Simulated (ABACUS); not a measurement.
# BaTiO3 (P1) in ABACUS: further runs

The runs below take BaTiO3 through single point, with PBE.

All numbers are computed with ABACUS 3.10.1; they aren't measurements. Logs are shortened: lines on timing, memory, paths and dates and some standing lists are left out, and cuts for length are marked.

### 1 The crystal as given

The typed cell holds 5 atoms: a = 3.753 Å, b = 4.526 Å, c = 3.794 Å, α = 93.52°, β = 80.30°, γ = 98.03°.

### 2 Single point, PBE

File run_abacus.py:

```python
"""ABACUS run from a structure file: ASE reads it, the script writes STRU, KPT and INPUT."""
import re
import subprocess
from ase.io import read
from ase.units import Bohr

atoms = read("BaTiO3.cif")
atoms = atoms[(-atoms.numbers).argsort(kind="stable")]  # ABACUS lists atoms element by element
pseudo = {'Ba': 'Ba.upf', 'Ti': 'Ti.upf', 'O': 'O.upf'}
orbital = {}
magmoms = None
kmesh = [5, 4, 5]
params = {
    'suffix': 'BaTiO3',
    'calculation': 'scf',
    'basis_type': 'pw',
    'pseudo_dir': './',
    'symmetry': 1,
    'dft_functional': 'pbe',
    'ecutwfc': 84,
    'pseudo_rcut': 7,
    'nspin': 1,
    'nbands': 24,
    'ks_solver': 'dav',
    'smearing_method': 'fd',
    'smearing_sigma': 0.00367493,
    'scf_thr': 1e-08,
    'scf_nmax': 100,
    'mixing_type': 'broyden',
    'mixing_beta': 0.7,
    'cal_force': 1,
    'cal_stress': 1,
    'out_chg': 1,
    'out_pot': 2,
    'out_elf': 1,
}

symbols = atoms.get_chemical_symbols()
elements = list(dict.fromkeys(symbols))
lines = ["ATOMIC_SPECIES"] + [f"{e} {atoms.get_masses()[symbols.index(e)]:.4f} {pseudo[e]}" for e in elements]
if orbital:
    lines += ["", "NUMERICAL_ORBITAL"] + [orbital[e] for e in elements]
lines += ["", "LATTICE_CONSTANT", f"{1 / Bohr:.10f}", "", "LATTICE_VECTORS"]
lines += [" ".join(f"{x:.10f}" for x in v) for v in atoms.cell]
lines += ["", "ATOMIC_POSITIONS", "Direct"]
for e in elements:
    lines += ["", e, "0.0", str(symbols.count(e))]
    for i, p in enumerate(atoms.get_scaled_positions(wrap=False)):
        if symbols[i] == e:
            mag = "" if magmoms is None else " mag " + " ".join(str(x) for x in (magmoms[i] if isinstance(magmoms[i], list) else [magmoms[i]]))
            lines.append(" ".join(f"{x:.10f}" for x in p) + " 1 1 1" + mag)
open("STRU", "w").write("\n".join(lines) + "\n")
open("KPT", "w").write("K_POINTS\n0\nGamma\n%d %d %d 0 0 0\n" % tuple(kmesh))
open("INPUT", "w").write("INPUT_PARAMETERS\n" + "".join(f"{k:<20s}{v}\n" for k, v in params.items()))

done = subprocess.run(['mpirun', '-np', '4', 'abacus'])
if done.returncode:
    raise SystemExit(done.returncode)
log = open("OUT.BaTiO3/running_scf.log").read()
print("final energy (eV):", re.findall(r"FINAL_ETOT_IS (\S+)", log))
```

File BaTiO3.cif:

```cif
data_BaTiO3
_cell_length_a 3.75275920
_cell_length_b 4.52573329
_cell_length_c 3.79350846
_cell_angle_alpha 93.52256709
_cell_angle_beta 80.29560017
_cell_angle_gamma 98.03236172
_space_group_name_H-M_alt 'P1'
_space_group_name_Hall 'P 1'
_space_group_IT_number 1
loop_
_space_group_symop_operation_xyz
'x,y,z'
loop_
_atom_site_label
_atom_site_type_symbol
_atom_site_symmetry_multiplicity
_atom_site_Wyckoff_symbol
_atom_site_fract_x
_atom_site_fract_y
_atom_site_fract_z
_atom_site_occupancy
Ba1 Ba 1 a 0.0036372600 0.9972694200 0.9985015400 1
Ti1 Ti 1 a 0.5002452300 0.5116078500 0.5101821300 1
O1 O 1 a 0.9983542100 0.4928168200 0.4950359800 1
O2 O 1 a 0.4999067000 0.5015397800 0.9945381500 1
O3 O 1 a 0.4978566000 0.9929861300 0.4979621900 1
```

Potentials or basis: PseudoDojo NC SR 0.4.1 PBE standard, plane waves.

Command:

```bash
$ OMP_NUM_THREADS=1 python run_abacus.py > log
```

running log:

```text
ABACUS v3.10.1

               Atomic-orbital Based Ab-initio Computation at UStc

 ------------------------------------------------------------------------------------

 READING GENERAL INFORMATION
                           global_out_dir = OUT.BaTiO3/
                           global_in_card = INPUT
                               pseudo_dir = ./
                              orbital_dir =
                                    DSIZE = 4
                                    GSIZE = 1

 READING UNITCELL INFORMATION
                                    ntype = 3
                  lattice constant (Bohr) = 1.88973
              lattice constant (Angstrom) = 1

 READING ATOM TYPE 1
                               atom label = Ba
                      L=0, number of zeta = 1
                      L=1, number of zeta = 1
                      L=2, number of zeta = 1
             number of atom for this type = 1

 READING ATOM TYPE 2
                               atom label = Ti
                      L=0, number of zeta = 1
                      L=1, number of zeta = 1
                      L=2, number of zeta = 1
             number of atom for this type = 1

 READING ATOM TYPE 3
                               atom label = O
                      L=0, number of zeta = 1
                      L=1, number of zeta = 1
                      L=2, number of zeta = 1
             number of atom for this type = 3

                        TOTAL ATOM NUMBER = 5
DIRECT COORDINATES
    atom                   x                   y                   z     mag                  vx                  vy                  vz
taud_Ba1            0.0036372600        0.9972694200        0.9985015400  0.0000        0.0000000000        0.0000000000        0.0000000000
taud_Ti1            0.5002452300        0.5116078500        0.5101821300  0.0000        0.0000000000        0.0000000000        0.0000000000
taud_O1            0.9983542100        0.4928168200        0.4950359800  0.0000        0.0000000000        0.0000000000        0.0000000000
taud_O2            0.4999067000        0.5015397800        0.9945381500  0.0000        0.0000000000        0.0000000000        0.0000000000
taud_O3            0.4978566000        0.9929861300        0.4979621900  0.0000        0.0000000000        0.0000000000        0.0000000000

                          Volume (Bohr^3) = 424.042
                             Volume (A^3) = 62.8364

 Lattice vectors: (Cartesian coordinate: in unit of a_0)
             +3.75276                  +0                  +0
            -0.632392            +4.48133                  +0
            +0.639453           -0.145151            +3.73641
 Reciprocal vectors: (Cartesian coordinate: in unit of 2 pi/a_0)
            +0.266471          +0.0376035          -0.0441433
                   -0           +0.223148         +0.00866881
                   +0                  -0           +0.267637
 The esolver type has been set to : ksdft_pw

                PAO radial cut off (Bohr) = 7

 Read in pseudopotential file is Ba.upf
                     pseudopotential type = NC
          exchange-correlation functional = PBE
                 nonlocal core correction = 1
                        valence electrons = 10
                                     lmax = 2
                           number of zeta = 3
                     number of projectors = 6
                           L of projector = 0
                           L of projector = 0
                           L of projector = 1
                           L of projector = 1
                           L of projector = 2
                           L of projector = 2
                PAO radial cut off (Bohr) = 7

 Read in pseudopotential file is Ti.upf
                     pseudopotential type = NC
          exchange-correlation functional = PBE
                 nonlocal core correction = 1
                        valence electrons = 12
                                     lmax = 2
                           number of zeta = 4
                     number of projectors = 6
                           L of projector = 0
                           L of projector = 0
                           L of projector = 1
                           L of projector = 1
                           L of projector = 2
                           L of projector = 2
                PAO radial cut off (Bohr) = 7

 Read in pseudopotential file is O.upf
                     pseudopotential type = NC
          exchange-correlation functional = PBE
                 nonlocal core correction = 1
                        valence electrons = 6
                                     lmax = 2
                           number of zeta = 2
                     number of projectors = 5
                           L of projector = 0
                           L of projector = 0
                           L of projector = 1
[... 93 lines left out ...]
(for reciprocal lattice: )
                             BRAVAIS TYPE = 14
                     BRAVAIS LATTICE NAME = 14. Triclinic cell
                                    ibrav = 14
                       right hand lattice = 1
(for k-lattice: )
                             BRAVAIS TYPE = 14
                     BRAVAIS LATTICE NAME = 14. Triclinic cell
                                    ibrav = 14
                       right hand lattice = 1
                        ROTATION MATRICES = 2
                               nkstot_ibz = 51
K-POINTS REDUCTION ACCORDING TO SYMMETRY
     IBZ    DIRECT_X    DIRECT_Y    DIRECT_Z  WEIGHT  ibz2bz
       1  0.00000000  0.00000000  0.00000000  0.0100       0
       2  0.20000000  0.00000000  0.00000000  0.0200       1
       3  0.40000000  0.00000000  0.00000000  0.0200       2
       4  0.00000000  0.25000000  0.00000000  0.0200       5
       5  0.20000000  0.25000000  0.00000000  0.0200       6
       6  0.40000000  0.25000000  0.00000000  0.0200       7
[... 22 lines left out ...]
      29  0.40000000 -0.25000000  0.20000000  0.0200      37
      30  0.40000000  0.25000000 -0.20000000  0.0200      38
[... 21 further k points ...]

                               nkstot now = 51
[... K-POINTS DIRECT COORDINATES: 51 rows ...]

           k-point number in this process = 51
       minimum distributed K point number = 51
[... stars of the k points ...]

[... K-POINTS CARTESIAN COORDINATES: 51 rows ...]

[... K-POINTS DIRECT COORDINATES: 51 rows ...]

 SETUP PLANE WAVES FOR WAVE FUNCTIONS
     energy cutoff for wavefunc (unit:Ry) = 84
              fft grid for wave functions = [ 45, 50, 45 ]
                    number of plane waves = 6735
                         number of sticks = 461

 PARALLEL PW FOR WAVE FUNCTIONS
     PROC   COLUMNS(POT)             PW
        1            115           1684
        2            115           1684
        3            115           1683
        4            116           1684
 --------------- sum -------------------
        4            461           6735

 SETUP NONLOCAL PSEUDOPOTENTIALS IN PLANE WAVE BASIS
 Ba non-local projectors:
 projector 1 L=0
 projector 2 L=0
 projector 3 L=1
 projector 4 L=1
 projector 5 L=2
 projector 6 L=2
 Ti non-local projectors:
 projector 1 L=0
 projector 2 L=0
 projector 3 L=1
 projector 4 L=1
 projector 5 L=2
 projector 6 L=2
 O non-local projectors:
 projector 1 L=0
 projector 2 L=0
 projector 3 L=1
 projector 4 L=1
 projector 5 L=2
      TOTAL NUMBER OF NONLOCAL PROJECTORS = 75

 Init Non-Local PseudoPotential table :
 Init Non-Local-Pseudopotential done.

                                     npwx = 1408

 Make real space PAO into reciprocal space.
       max mesh points in Pseudopotential = 701
     dq(describe PAO in reciprocal space) = 0.01
                                    max q = 1104

 number of pseudo atomic orbitals for Ba is 3
WARNING: norm of atomic wavefunction # 2 of atomic type Ba is 0.999994, renormalized
WARNING: norm of atomic wavefunction # 3 of atomic type Ba is 0.948061, renormalized

 number of pseudo atomic orbitals for Ti is 4
WARNING: norm of atomic wavefunction # 3 of atomic type Ti is 0.999499, renormalized
WARNING: norm of atomic wavefunction # 4 of atomic type Ti is 0.990412, renormalized

 number of pseudo atomic orbitals for O is 2
WARNING: norm of atomic wavefunction # 2 of atomic type O is 0.999977, renormalized

 -------------------------------------------
 SELF-CONSISTENT
 -------------------------------------------
                                 init_chg = atomic

 PW ALGORITHM --------------- ION=   1  ELEC=   1--------------------------------

 Density error is 2.11997721283
                          Error Threshold = 0.01
----------------------------------------------------------
     Energy           Rydberg                 eV
----------------------------------------------------------
 E_KohnSham     -273.5982729756      -3722.4954754272
 E_Harris       -272.0171024049      -3700.9825461561
 E_Fermi        0.8790035096         11.9594562922
----------------------------------------------------------
[... 111 lines left out ...]
 Density error is 8.34659169964e-09
                          Error Threshold = 2.3695285077e-09
----------------------------------------------------------
     Energy           Rydberg                 eV
----------------------------------------------------------
 E_KohnSham     -274.6157535591      -3736.3390089680
 E_KS(sigma->0) -274.6157503495      -3736.3389652993
 E_Harris       -274.6153533741      -3736.3335641713
 E_band         -9.0930571054        -123.7173888726
 E_one_elec     -71.9548492062       -978.9959479347
 E_Hartree      60.6858211550        825.6729555172
 E_xc           -56.2971788840       -765.9624141483
 E_Ewald        -207.0495402048      -2817.0535150648
 E_entropy(-TS) -0.0000064192        -0.0000873374
 E_descf        0.0000000000         0.0000000000
 E_exx          0.0000000000         0.0000000000
 E_Fermi        0.8772285840         11.9353071903
----------------------------------------------------------

 charge density convergence is achieved
 final etot is -3736.339009 eV
 EFERMI = 11.93530719 eV
The vacuum level is 12.106287879 eV

 STATE ENERGY(eV) AND OCCUPATIONS    NSPIN == 1
 1/51 kpoint (Cartesian) = 0.0000 0.0000 0.0000 (1380 pws)
       1       -45.7075      0.0200000
       2       -22.0507      0.0200000
       3       -22.0103      0.0200000
       4       -21.9346      0.0200000
       5       -14.0144      0.0200000
       6       -6.58283      0.0200000
[... 146 lines left out ...]
      23        14.7460    1.54512e-26
      24        15.2875    3.05439e-31

[... levels at 45 further k points ...]

------------------------------------------------------------------------------------------
 TOTAL-FORCE (eV/Angstrom)
------------------------------------------------------------------------------------------
                       Ba1        -0.0536912785         0.2824540769         0.1938959942
                       Ti1        -0.2194126861         0.5738402182        -0.1194550006
                        O1         0.1074615564        -0.1212908704        -0.1513641932
                        O2        -0.0954193510        -0.0319149004         0.0672819462
                        O3         0.2610617593        -0.7030885243         0.0096412535
------------------------------------------------------------------------------------------

----------------------------------------------------------------
 TOTAL-STRESS (KBAR)
----------------------------------------------------------------
       240.5660919532       166.9943127866      -240.5682930084
       166.9943127866       -26.4042388886        14.8390687167
      -240.5682930084        14.8390687167       323.0692417599
----------------------------------------------------------------
 TOTAL-PRESSURE: 179.077032 KBAR

 --------------------------------------------
 !FINAL_ETOT_IS -3736.3390089679987796 eV
 --------------------------------------------
```

Run time: 74 s. Hardware: 4 MPI ranks of Intel Xeon Platinum 8259CL at 2.50GHz (Skylake/Cascade Lake), shared host; peak memory 0.44 GiB.

What came out:

| Property | Result |
| --- | --- |
| Free energy | -3736.3390 eV |
| Pressure | 17.9 GPa |
| Largest force | 0.750 eV/Å |
| Band gap on the k mesh | 0.59 eV, indirect (least direct gap 0.69 eV) |

Forces in eV/Å, atoms in the order of the input:
```
Ba  -0.054  0.282  0.194
Ti  -0.219  0.574 -0.119
O    0.107 -0.121 -0.151
O   -0.095 -0.032  0.067
O    0.261 -0.703  0.010
```

Levels at points of the mesh, in eV from the valence-band top:
```
           k point  band 16  band 17  band 18  band 19  band 20  band 21  band 22  band 23  band 24
(0.00, 0.00, 0.00)    -2.10    -1.76    -0.95    -0.67    -0.10     0.59     0.98     1.22     2.36
(0.00, 0.50, 0.00)    -2.68    -2.15    -2.03    -0.66    -0.44     1.26     1.74     1.96     4.00
```

Caveat: this release of the barium file is off; there are fewer bands than atomic start orbitals, so a level may be missed at k points of high symmetry; spin-orbit coupling is left out, which moves the levels of the heavy elements; an odd mesh through Γ misses points on the zone boundary, where band edges often lie.

### 3 Single point, PBE

run_abacus.py is that of step 2.

BaTiO3.cif is that of step 2.

Potentials or basis: PseudoDojo NC SR 0.5 PBE standard, plane waves.

Command:

```bash
$ OMP_NUM_THREADS=1 python run_abacus.py > log
```

Run time: 91 s. Hardware: 4 MPI ranks of Intel Xeon Platinum 8259CL at 2.50GHz (Skylake/Cascade Lake), shared host; peak memory 0.44 GiB.

It converged, with:

| Item | Value |
| --- | --- |
| Free energy | -3734.0038 eV |
| Pressure | 16.8 GPa |
| Largest force | 0.733 eV/Å |
| Band gap on the k mesh | 0.63 eV, indirect (least direct gap 0.71 eV) |

Forces in eV/Å, atoms in the order of the input:
```
Ba  -0.047  0.271  0.182
Ti  -0.217  0.567 -0.116
O    0.108 -0.121 -0.152
O   -0.095 -0.028  0.066
O    0.250 -0.688  0.020
```

Stress tensor (GPa, compression positive):
```
 22.77  16.42 -23.08
 16.42  -3.12   1.47
-23.08   1.47  30.71
```

Levels at points of the mesh, in eV from the valence-band top:
| k point | band 18 | band 19 | band 20 | band 21 | band 22 | band 23 |
| --- | --- | --- | --- | --- | --- | --- |
| (0.00, 0.00, 0.00) | -0.93 | -0.68 | -0.09 | 0.63 | 1.02 | 1.25 |
| (0.00, 0.50, 0.00) | -2.02 | -0.67 | -0.41 | 1.28 | 1.73 | 1.98 |

Caveat: there are fewer bands than atomic start orbitals, so a level may be missed at k points of high symmetry; spin-orbit coupling is left out, which moves the levels of the heavy elements; an odd mesh through Γ misses points on the zone boundary, where band edges often lie.

### 4 Single point, PBE

run_abacus.py, as its differences from that of step 3:

```diff
@@ -19,3 +19,3 @@
     'dft_functional': 'pbe',
-    'ecutwfc': 84,
+    'ecutwfc': 92,
     'pseudo_rcut': 7,
@@ -32,5 +32,3 @@
     'cal_stress': 1,
-    'out_chg': 1,
-    'out_pot': 2,
-    'out_elf': 1,
+    'kpar': 4,
 }
```

BaTiO3.cif is that of step 3.

Potentials or basis: PseudoDojo NC SR 0.5 PBE stringent, plane waves.

Command:

```bash
$ OMP_NUM_THREADS=1 python run_abacus.py > log
```

running log:

```text
ABACUS v3.10.1

               Atomic-orbital Based Ab-initio Computation at UStc

 ------------------------------------------------------------------------------------

 READING GENERAL INFORMATION
                           global_out_dir = OUT.BaTiO3/
                           global_in_card = INPUT
                               pseudo_dir = ./
                              orbital_dir =
                                    DSIZE = 4
                                    GSIZE = 1

 READING UNITCELL INFORMATION
                                    ntype = 3
                  lattice constant (Bohr) = 1.88973
[... 474 lines left out ...]
       2       -22.0902      0.0200000
       3       -22.0500      0.0200000
       4       -21.9748      0.0200000
       5       -13.9348      0.0200000
       6       -6.62488      0.0200000
[... 146 lines left out ...]
      23        14.7060    1.18996e-26
      24        15.2444    2.50309e-31

[... levels at 7 further k points ...]

------------------------------------------------------------------------------------------
 TOTAL-FORCE (eV/Angstrom)
------------------------------------------------------------------------------------------
                       Ba1        -0.0466119209         0.2712044331         0.1820875186
                       Ti1        -0.2181893757         0.5687940343        -0.1182359794
                        O1         0.1090021331        -0.1236396872        -0.1527317960
                        O2        -0.0942419172        -0.0283022769         0.0694486533
                        O3         0.2500410806        -0.6880565033         0.0194316035
------------------------------------------------------------------------------------------

----------------------------------------------------------------
 TOTAL-STRESS (KBAR)
----------------------------------------------------------------
       229.5043560608       164.1216439224      -230.7189605627
       164.1216439224       -30.2100104083        14.6235023546
      -230.7189605627        14.6235023546       308.8400306392
----------------------------------------------------------------
 TOTAL-PRESSURE: 169.378125 KBAR

 --------------------------------------------
 !FINAL_ETOT_IS -3737.5634484909014645 eV
 --------------------------------------------
```

Wall time 95 s (4 MPI ranks of Intel Xeon Platinum 8259CL at 2.50GHz (Skylake/Cascade Lake), shared host); peak memory 0.72 GiB.

Results:

```yaml
Free_energy: -3737.5634 eV
Pressure: 16.9 GPa
Largest_force: 0.732 eV/Å
Band_gap_on_the_k_mesh: 0.62 eV, indirect (least direct gap 0.71 eV)
```

Forces on the atoms (eV/Å):
```
Ba  -0.047  0.271  0.182
Ti  -0.218  0.569 -0.118
O    0.109 -0.124 -0.153
O   -0.094 -0.028  0.069
O    0.250 -0.688  0.019
```

Caveat: there are fewer bands than atomic start orbitals, so a level may be missed at k points of high symmetry; spin-orbit coupling is left out, which moves the levels of the heavy elements; an odd mesh through Γ misses points on the zone boundary, where band edges often lie.

(Continued in part 2 of 2.)
